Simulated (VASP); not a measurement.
Input of a VASP 6.6.1 run:

The input POSCAR:

```
BAs
1.0
    0.0000000000      2.3918676038      2.3918676038
    2.4987840856      0.0000000000      2.3918676038
    2.4987840856      2.3918676038      0.0000000000
B As
1 1
Direct
    0.0000000000      0.0000000000      0.0000000000
    0.2500000000      0.2500000000      0.2500000000
```

The input INCAR.step1:

```
SYSTEM = BAs
ALGO = Normal
EDIFF = 1E-5
ENCUT = 520
GGA = PE
ISIF = 2
ISMEAR = 0
LASPH = .TRUE.
LCHARG = .FALSE.
LREAL = .FALSE.
LWAVE = .TRUE.
NBANDS = 11
NELM = 100
PREC = Accurate
SIGMA = 0.01
```

INCAR.step2

```
SYSTEM = BAs
ALGO = Normal
EDIFF = 1E-6
ENCUT = 520
GGA = PE
HFSCREEN = 0.2079
ISIF = 2
ISMEAR = 0
ISTART = 1
LASPH = .TRUE.
LCHARG = .FALSE.
LHFCALC = .TRUE.
LREAL = .FALSE.
LWAVE = .FALSE.
NBANDS = 11
NELM = 100
PREC = Accurate
PRECFOCK = Normal
SIGMA = 0.01
```

File KPOINTS:

```
k-points
0
G
  6 6 6
  0 0 0
```

Potentials or basis: VASP PAW PBE potentials, release 64 (B, As).

Launch:

```sh
$ cat potpaw_PBE.64/B/POTCAR potpaw_PBE.64/As/POTCAR > POTCAR
$ cp INCAR.step1 INCAR
$ mpirun -np 1 vasp_std > vasp.out
$ cp INCAR.step2 INCAR
$ mpirun -np 1 vasp_std > vasp.out
```

Problem. Estimate the band gap on the k mesh.

Solution. 1.65 eV, indirect (least direct gap 3.82 eV).

Problem. Estimate the pressure.

Solution. -6.9 GPa.

Stress tensor (GPa, compression positive):
```
-13.51   0.00   0.00
  0.00  -3.57   0.00
  0.00   0.00  -3.57
```

Caveat: the PAW data sets were made with another functional, which shifts forces and pressure a little. A k mesh can miss the band edges.
